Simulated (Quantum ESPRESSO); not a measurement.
# CdSe (Fm-3m) in Quantum ESPRESSO: equation of state

Aim: energy against volume of CdSe in PBE, for its equilibrium volume and stiffness.

All numbers are computed with Quantum ESPRESSO 7.5; they aren't measurements. Logs are shortened: lines on timing, memory, paths and dates and some standing lists are left out, and cuts for length are marked.

**1. The structure**

The structure is cubic, space group Fm-3m (No. 225). Conventional cell: a = 5.748 Å, b = 5.748 Å, c = 5.748 Å, α = 90.00°, β = 90.00°, γ = 90.00°. Around Cd (site symmetry m-3m) lie 6 Se at 2.87 Å. Se (site symmetry m-3m) is surrounded by 6 Cd at 2.87 Å.

Measurements of this composition are mostly on another form, of space group No. 186.

**2. Single point, PBE, 22.31 Å³/atom**

Contents of pw.in:

```
&CONTROL
  calculation = 'scf'
  prefix = 'pwscf'
  outdir = './tmp'
  pseudo_dir = './pseudo'
  tprnfor = .true.
  tstress = .true.
  disk_io = 'nowf'
/
&SYSTEM
  ibrav = 0
  nat = 2
  ntyp = 2
  ecutwfc = 60
  ecutrho = 480
  nbnd = 15
  occupations = 'smearing'
  smearing = 'fd'
  degauss = 0.00367493
/
&ELECTRONS
  conv_thr = 4d-10
  electron_maxstep = 120
  mixing_beta = 0.5
/
ATOMIC_SPECIES
Cd   112.4140 Cd.pbe-dn-rrkjus_psl.0.3.1.UPF
Se    78.9710 Se_pbe_v1.uspp.F.UPF
CELL_PARAMETERS angstrom
   0.0000000000    2.8152893338    2.8152893338
   2.8152893338    0.0000000000    2.8152893338
   2.8152893338    2.8152893338    0.0000000000
ATOMIC_POSITIONS crystal
Cd     0.0000000000    0.0000000000    0.0000000000
Se     0.5000000000    0.5000000000    0.5000000000
K_POINTS automatic
8 8 8 0 0 0
```

Potentials or basis: SSSP 1.3 efficiency PBE.

Command:

```console
$ OMP_NUM_THREADS=1 pw.x -in pw.in > pw.out
```

pw.out:

```text
This program is part of the open-source Quantum ESPRESSO suite
     for quantum simulation of materials; please cite
         "P. Giannozzi et al., J. Phys.:Condens. Matter 21 395502 (2009);
         "P. Giannozzi et al., J. Phys.:Condens. Matter 29 465901 (2017);
         "P. Giannozzi et al., J. Chem. Phys. 152 154105 (2020);
     in publications or presentations arising from this work. More details at

     file Cd.pbe-dn-rrkjus_psl.0.3.1.UPF: wavefunction(s)  4D renormalized
     Message from routine setup:
     using ibrav=0 with symmetry is DISCOURAGED, use correct ibrav instead

     Subspace diagonalization in iterative solution of the eigenvalue problem:
     a serial algorithm will be used

     G-vector sticks info
     --------------------
     sticks:   dense  smooth     PW     G-vecs:    dense   smooth      PW
     Sum        1891     931    283                53497    18907    3119

     Using Slab Decomposition

     bravais-lattice index     =            0
     lattice parameter (alat)  =       7.5238  a.u.
     unit-cell volume          =     301.1589 (a.u.)^3
     number of atoms/cell      =            2
     number of atomic types    =            2
     number of electrons       =        18.00
     number of Kohn-Sham states=           15
     kinetic-energy cutoff     =      60.0000  Ry
     charge density cutoff     =     480.0000  Ry
     scf convergence threshold =      4.0E-10
     mixing beta               =       0.5000
     number of iterations used =            8  plain     mixing
     Exchange-correlation= SLA  PW   PBE  PBE
                           (   1   4   3   4   0   0   0)

     celldm(1)=   7.523794  celldm(2)=   0.000000  celldm(3)=   0.000000
     celldm(4)=   0.000000  celldm(5)=   0.000000  celldm(6)=   0.000000

     crystal axes: (cart. coord. in units of alat)
               a(1) = (   0.000000   0.707107   0.707107 )
               a(2) = (   0.707107   0.000000   0.707107 )
               a(3) = (   0.707107   0.707107   0.000000 )

     reciprocal axes: (cart. coord. in units 2 pi/alat)
               b(1) = ( -0.707107  0.707107  0.707107 )
               b(2) = (  0.707107 -0.707107  0.707107 )
               b(3) = (  0.707107  0.707107 -0.707107 )

     PseudoPot. # 1 for Cd read from file:
     Cd.pbe-dn-rrkjus_psl.0.3.1.UPF
     Pseudo is Ultrasoft + core correction, Zval = 12.0
     Generated using "atomic" code by A. Dal Corso  v.5.0.99 svn rev. 10869
     Using radial grid of 1239 points,  6 beta functions with:
                l(1) =   0
                l(2) =   0
                l(3) =   1
                l(4) =   1
                l(5) =   2
                l(6) =   2
     Q(r) pseudized with 0 coefficients

     PseudoPot. # 2 for Se read from file:
     Se_pbe_v1.uspp.F.UPF
     Pseudo is Ultrasoft + core correction, Zval =  6.0
     Generated by new atomic code, or converted to UPF format
     Using radial grid of  877 points,  6 beta functions with:
                l(1) =   0
                l(2) =   0
                l(3) =   1
                l(4) =   1
                l(5) =   2
                l(6) =   2
     Q(r) pseudized with  8 coefficients,  rinner =    1.300   1.300   1.300
                                                       1.300   1.300

     atomic species   valence    mass     pseudopotential
     Cd               12.00   112.41400     Cd( 1.00)
     Se                6.00    78.97100     Se( 1.00)

     48 Sym. Ops., with inversion, found

   Cartesian axes

     site n.     atom                  positions (alat units)
         1        Cd     tau(   1) = (   0.0000000   0.0000000   0.0000000  )
         2        Se     tau(   2) = (   0.7071068   0.7071068   0.7071068  )

     number of k points=    29  Fermi-Dirac smearing, width (Ry)=  0.0037
                       cart. coord. in units 2pi/alat
        k(    1) = (   0.0000000   0.0000000   0.0000000), wk =   0.0039062
        k(    2) = (   0.0883883   0.0883883  -0.0883883), wk =   0.0312500
        k(    3) = (   0.1767767   0.1767767  -0.1767767), wk =   0.0312500
        k(    4) = (   0.2651650   0.2651650  -0.2651650), wk =   0.0312500
        k(    5) = (  -0.3535534  -0.3535534   0.3535534), wk =   0.0156250
        k(    6) = (   0.1767767   0.0000000   0.0000000), wk =   0.0234375
[... 21 lines left out ...]
        k(   28) = (  -0.7071068   0.1767767   0.0000000), wk =   0.0468750
        k(   29) = (  -0.7071068   0.3535534   0.0000000), wk =   0.0234375

     Dense  grid:    53497 G-vectors     FFT dimensions: (  54,  54,  54)

     Smooth grid:    18907 G-vectors     FFT dimensions: (  40,  40,  40)

     Initial potential from superposition of free atoms

     starting charge      17.9950, renormalised to      18.0000
     Starting wfcs are   13 randomized atomic wfcs +    2 random wfcs

     Self-consistent Calculation

     iteration #  1     ecut=    60.00 Ry     beta= 0.50
     Davidson diagonalization with overlap
     ethr =  1.00E-02,  avg # of iterations =  5.1

     Threshold (ethr) on eigenvalues was too large:
     Diagonalizing with lowered threshold

     Davidson diagonalization with overlap
     ethr =  2.32E-04,  avg # of iterations =  3.1

     total energy              =    -165.90854209 Ry
     estimated scf accuracy    <       0.04282793 Ry

     iteration #  2     ecut=    60.00 Ry     beta= 0.50
     Davidson diagonalization with overlap
     ethr =  2.38E-04,  avg # of iterations =  2.0
[... 36 lines left out ...]
     total energy              =    -165.91736743 Ry
     estimated scf accuracy    <       0.00000001 Ry

     iteration #  8     ecut=    60.00 Ry     beta= 0.50
     Davidson diagonalization with overlap
     ethr =  5.90E-11,  avg # of iterations =  8.5

     End of self-consistent calculation

          k = 0.0000 0.0000 0.0000 (  2421 PWs)   bands (ev):

    -5.1688   0.1683   0.1683   0.1856   0.1856   0.1856   7.3967   7.3967
     7.3967   8.4349  16.8478  16.8478  16.8478  18.1941  18.1941

          k = 0.0884 0.0884-0.0884 (  2361 PWs)   bands (ev):

    -5.0437   0.1280   0.1280   0.1728   0.2081   0.2081   5.9919   7.4859
     7.4859   9.8041  15.5336  16.3603  16.3603  17.6792  17.6793

          k = 0.1768 0.1768-0.1768 (  2370 PWs)   bands (ev):
[... 6 lines left out ...]
    -4.3113  -0.0658  -0.0658   0.0313   0.3281   0.3281   3.2877   7.9775
     7.9775  11.2053  13.7728  13.7728  14.4355  18.5299  19.9114

          k =-0.3536-0.3536 0.3536 (  2362 PWs)   bands (ev):

    -4.1190  -0.1042  -0.1042  -0.0342   0.3535   0.3535   2.8853   8.0997
     8.0997  11.0875  13.3566  13.3566  14.5108  19.6142  21.1240

          k = 0.1768 0.0000 0.0000 (  2361 PWs)   bands (ev):

    -5.0076   0.0803   0.1664   0.1818   0.2092   0.2092   6.1256   7.1744
     7.1744  10.3036  15.2033  15.6306  16.5462  16.5462  19.4668

          k = 0.2652 0.0884-0.0884 (  2359 PWs)   bands (ev):

    -4.7593   0.0091   0.1299   0.1432   0.2459   0.2724   4.9325   7.0905
     7.3368  11.3441  13.7037  14.9576  16.0388  17.0162  19.4278

          k = 0.3536 0.1768-0.1768 (  2367 PWs)   bands (ev):
[... 11 lines left out ...]
    -4.1973  -0.0807  -0.0333   0.0763   0.3324   0.3654   3.2060   6.8808
     8.0133  11.8659  12.6644  13.7585  15.6360  19.1762  19.5829

          k =-0.0884-0.2652 0.2652 (  2366 PWs)   bands (ev):

    -4.5120  -0.0374   0.0131   0.1332   0.2742   0.3295   4.0537   6.7050
     8.1162  11.9538  13.3115  14.1645  15.0541  18.0778  18.9846

          k = 0.0000-0.1768 0.1768 (  2349 PWs)   bands (ev):

    -4.8541   0.0479   0.0953   0.1604   0.2233   0.2629   5.1788   6.9174
     7.8772  10.9457  14.7376  15.1143  15.2938  17.2475  18.9718

          k = 0.3536 0.0000 0.0000 (  2333 PWs)   bands (ev):

    -4.6424   0.0402   0.1200   0.2144   0.2789   0.2789   5.0828   6.6229
     6.6229  10.6297  14.3511  14.4546  16.9109  16.9109  20.9609

          k = 0.4419 0.0884-0.0884 (  2371 PWs)   bands (ev):

    -4.4172   0.1020   0.1412   0.1664   0.3386   0.3461   4.2768   6.4310
     6.5075   9.9115  14.1511  15.1577  16.6966  17.7807  21.6008

          k =-0.1768-0.5303 0.5303 (  2358 PWs)   bands (ev):

    -4.2043   0.0710   0.0908   0.2075   0.3762   0.4527   3.5562   5.8735
     6.7828  10.1302  14.0310  15.8178  15.9175  18.4240  21.6985

          k =-0.0884-0.4419 0.4419 (  2362 PWs)   bands (ev):

    -4.1376  -0.0144   0.0579   0.1979   0.3541   0.4802   3.5143   5.3730
     7.3457  10.8321  13.9034  14.9211  16.1020  19.0031  19.7948

          k = 0.0000-0.3536 0.3536 (  2369 PWs)   bands (ev):

    -4.2703  -0.0544   0.0093   0.1647   0.3084   0.4088   3.8417   5.5963
     7.9322  11.8596  13.3610  14.2487  15.1977  18.5039  21.0813

          k = 0.5303 0.0000 0.0000 (  2377 PWs)   bands (ev):

    -4.3557   0.0736   0.2472   0.3694   0.3694   0.4712   4.2440   6.0611
     6.0611   8.4664  13.7585  16.9168  18.0252  18.0252  21.9774

          k =-0.0884-0.6187 0.6187 (  2368 PWs)   bands (ev):

    -4.2551   0.0726   0.2056   0.3630   0.3989   0.7754   3.8731   5.3298
     6.0879   8.5917  13.8746  17.2112  17.7692  18.6188  22.4500

          k = 0.0000-0.5303 0.5303 (  2330 PWs)   bands (ev):

    -4.1658   0.0904   0.0997   0.2964   0.3850   0.7390   4.2226   4.2564
     6.5750   9.6274  14.4373  16.4886  16.8726  17.9231  20.7147

          k =-0.7071 0.0000 0.0000 (  2346 PWs)   bands (ev):

    -4.2744   0.0544   0.2608   0.4142   0.4142   0.9904   3.6297   5.8262
     5.8262   7.6397  13.5302  18.2492  18.8459  18.8459  22.9197

          k = 0.3536 0.1768 0.0000 (  2363 PWs)   bands (ev):

    -4.5164   0.0016   0.0893   0.1326   0.2835   0.3378   4.3786   6.3059
     7.5076  11.3958  13.4737  14.6650  15.6958  17.5015  20.8515

          k =-0.2652-0.4419 0.6187 (  2369 PWs)   bands (ev):

    -4.2503  -0.0000   0.0632   0.1327   0.3348   0.4045   3.6591   6.0133
     7.2767  11.4220  13.0551  15.0791  15.6208  18.4679  21.0085

          k =-0.1768-0.3536 0.5303 (  2378 PWs)   bands (ev):
[... 6 lines left out ...]
    -4.2720   0.1005   0.1329   0.2642   0.3700   0.5167   4.0081   5.7073
     6.1553   9.7379  14.2808  15.2016  17.2921  18.4736  22.0991

          k =-0.0884-0.4419 0.6187 (  2358 PWs)   bands (ev):

    -4.1615   0.0521   0.1284   0.2437   0.3941   0.6891   3.8923   5.0351
     5.9774  10.5383  14.2299  15.3052  16.5969  19.0709  20.8274

          k = 0.0000-0.3536 0.5303 (  2357 PWs)   bands (ev):

    -4.1502  -0.0005   0.1392   0.1849   0.3723   0.5823   3.8875   4.9351
     6.5505  11.3090  13.4454  15.5573  15.9819  19.5279  19.5301

          k =-0.7071 0.1768 0.0000 (  2370 PWs)   bands (ev):

    -4.2114   0.0867   0.1623   0.3341   0.4142   0.8961   3.9325   5.1959
     5.4616   9.2293  14.1235  16.5278  17.3735  19.3045  21.9280

          k =-0.7071 0.3536 0.0000 (  2352 PWs)   bands (ev):

    -4.1447   0.0381   0.1880   0.1880   0.4143   0.8260   4.6680   4.6680
     4.8762  11.2290  14.0586  15.6163  15.6163  20.4820  20.4820

     the Fermi energy is     8.2325 ev

!    total energy              =    -165.91736747 Ry
     estimated scf accuracy    <          1.1E-10 Ry
     smearing contrib. (-TS)   =      -0.00017463 Ry
     internal energy E=F+TS    =    -165.91719284 Ry

     The total energy is F=E-TS. E is the sum of the following terms:
     one-electron contribution =     -33.55035855 Ry
     hartree contribution      =      32.61818299 Ry
     xc contribution           =     -72.67547938 Ry
     ewald contribution        =     -92.30953790 Ry

     convergence has been achieved in   8 iterations

     Forces acting on atoms (cartesian axes, Ry/au):

     atom    1 type  1   force =     0.00000000    0.00000000    0.00000000
     atom    2 type  2   force =     0.00000000    0.00000000    0.00000000

     Total force =     0.000000     Total SCF correction =     0.000000

     Computing stress (Cartesian axis) and pressure

          total   stress  (Ry/bohr**3)                   (kbar)     P=       39.71
   0.00026992  -0.00000000   0.00000000           39.71       -0.00        0.00
  -0.00000000   0.00026992  -0.00000000           -0.00       39.71       -0.00
   0.00000000  -0.00000000   0.00026992            0.00       -0.00       39.71

=------------------------------------------------------------------------------=
   JOB DONE.
=------------------------------------------------------------------------------=
```

Run time: 24 s. Hardware: 1 thread of Intel Xeon 6975P-C (Granite Rapids), shared host; peak memory 0.26 GiB.

What came out:

| Quantity | Value |
| --- | --- |
| Free energy | -2257.4208 eV |
| Pressure | 4.0 GPa |
| Band gap on the k mesh | none (metal or under the smearing width) |

**3. Single point, PBE, 22.79 Å³/atom**

Edit pw.in of step 2 so:

```diff
@@ -29,5 +29,5 @@
 CELL_PARAMETERS angstrom
-   0.0000000000    2.8152893338    2.8152893338
-   2.8152893338    0.0000000000    2.8152893338
-   2.8152893338    2.8152893338    0.0000000000
+   0.0000000000    2.8351159683    2.8351159683
+   2.8351159683    0.0000000000    2.8351159683
+   2.8351159683    2.8351159683    0.0000000000
 ATOMIC_POSITIONS crystal
```

Potentials or basis: SSSP 1.3 efficiency PBE.

Command:

```console
$ OMP_NUM_THREADS=1 pw.x -in pw.in > pw.out
```

It took 24 s on 1 thread of Intel Xeon 6975P-C (Granite Rapids), shared host; peak memory 0.25 GiB.

It converged, with:

- Free energy: -2257.4399 eV
- Pressure: 2.4 GPa
- Band gap on the k mesh: none (metal or under the smearing width)

**4. Single point, PBE, 23.26 Å³/atom**

Edit pw.in of step 3 so:

```diff
@@ -29,5 +29,5 @@
 CELL_PARAMETERS angstrom
-   0.0000000000    2.8351159683    2.8351159683
-   2.8351159683    0.0000000000    2.8351159683
-   2.8351159683    2.8351159683    0.0000000000
+   0.0000000000    2.8546691101    2.8546691101
+   2.8546691101    0.0000000000    2.8546691101
+   2.8546691101    2.8546691101    0.0000000000
 ATOMIC_POSITIONS crystal
```

Command:

```console
$ OMP_NUM_THREADS=1 pw.x -in pw.in > pw.out
```

Wall time 23 s (1 thread of Intel Xeon 6975P-C (Granite Rapids), shared host); peak memory 0.26 GiB.

It converged, with:

```
Free energy            : -2257.4501 eV
Pressure               : 1.0 GPa
Band gap on the k mesh : none (metal or under the smearing width)
```

**5. Single point, PBE, 23.74 Å³/atom**

Edit pw.in of step 4 so:

```diff
@@ -29,5 +29,5 @@
 CELL_PARAMETERS angstrom
-   0.0000000000    2.8546691101    2.8546691101
-   2.8546691101    0.0000000000    2.8546691101
-   2.8546691101    2.8546691101    0.0000000000
+   0.0000000000    2.8739580000    2.8739580000
+   2.8739580000    0.0000000000    2.8739580000
+   2.8739580000    2.8739580000    0.0000000000
 ATOMIC_POSITIONS crystal
```

Command:

```console
$ OMP_NUM_THREADS=1 pw.x -in pw.in > pw.out
```

It took 28 s on 1 thread of Intel Xeon 6975P-C (Granite Rapids), shared host; peak memory 0.27 GiB.

The run converged. Its results:

* Free energy: -2257.4526 eV
* Pressure: -0.3 GPa
* Band gap on the k mesh: none (metal or under the smearing width)

**6. Single point, PBE, 24.21 Å³/atom**

Edit pw.in of step 5 so:

```diff
@@ -29,5 +29,5 @@
 CELL_PARAMETERS angstrom
-   0.0000000000    2.8739580000    2.8739580000
-   2.8739580000    0.0000000000    2.8739580000
-   2.8739580000    2.8739580000    0.0000000000
+   0.0000000000    2.8929913891    2.8929913891
+   2.8929913891    0.0000000000    2.8929913891
+   2.8929913891    2.8929913891    0.0000000000
 ATOMIC_POSITIONS crystal
```

Potentials or basis: SSSP 1.3 efficiency PBE.

Command:

```console
$ OMP_NUM_THREADS=1 pw.x -in pw.in > pw.out
```

Wall time 26 s (1 thread of Intel Xeon 6975P-C (Granite Rapids), shared host); peak memory 0.27 GiB.

Results (log left out):

| Item | Value |
| --- | --- |
| Free energy | -2257.4480 eV |
| Pressure | -1.4 GPa |
| Band gap on the k mesh | none (metal or under the smearing width) |

**7. Single point, PBE, 24.69 Å³/atom**

Edit pw.in of step 6 so:

```diff
@@ -29,5 +29,5 @@
 CELL_PARAMETERS angstrom
-   0.0000000000    2.8929913891    2.8929913891
-   2.8929913891    0.0000000000    2.8929913891
-   2.8929913891    2.8929913891    0.0000000000
+   0.0000000000    2.9117775739    2.9117775739
+   2.9117775739    0.0000000000    2.9117775739
+   2.9117775739    2.9117775739    0.0000000000
 ATOMIC_POSITIONS crystal
```

Command:

```console
$ OMP_NUM_THREADS=1 pw.x -in pw.in > pw.out
```

It took 30 s on 1 thread of Intel Xeon 6975P-C (Granite Rapids), shared host; peak memory 0.28 GiB.

The run converged. Its results:

* Free energy: -2257.4372 eV
* Pressure: -2.4 GPa
* Band gap on the k mesh: none (metal or under the smearing width)

**8. Single point, PBE, 25.16 Å³/atom**

Edit pw.in of step 7 so:

```diff
@@ -29,5 +29,5 @@
 CELL_PARAMETERS angstrom
-   0.0000000000    2.9117775739    2.9117775739
-   2.9117775739    0.0000000000    2.9117775739
-   2.9117775739    2.9117775739    0.0000000000
+   0.0000000000    2.9303244279    2.9303244279
+   2.9303244279    0.0000000000    2.9303244279
+   2.9303244279    2.9303244279    0.0000000000
 ATOMIC_POSITIONS crystal
```

Command:

```console
$ OMP_NUM_THREADS=1 pw.x -in pw.in > pw.out
```

Run time: 31 s. Hardware: 1 thread of Intel Xeon 6975P-C (Granite Rapids), shared host; peak memory 0.28 GiB.

Results (log left out):

```yaml
Free_energy: -2257.4208 eV
Pressure: -3.3 GPa
Band_gap_on_the_k_mesh: none (metal or under the smearing width)
```

**9. Equation of state, PBE**

Potentials or basis: SSSP 1.3 efficiency PBE.

No new run: the results of the series are fitted here.

What came out:

```yaml
Equilibrium_volume: 23.66 Å³/atom
Bulk_modulus: 60 GPa
Pressure_derivative_of_the_bulk_modulus: 4.7
```

Energy against volume, from the lowest point:
```tsv
volume (Å³/atom)	energy (meV/atom)
22.314	15.88
22.788	6.33
23.263	1.20
23.738	0.00
24.213	2.28
24.687	7.69
25.162	15.89
```
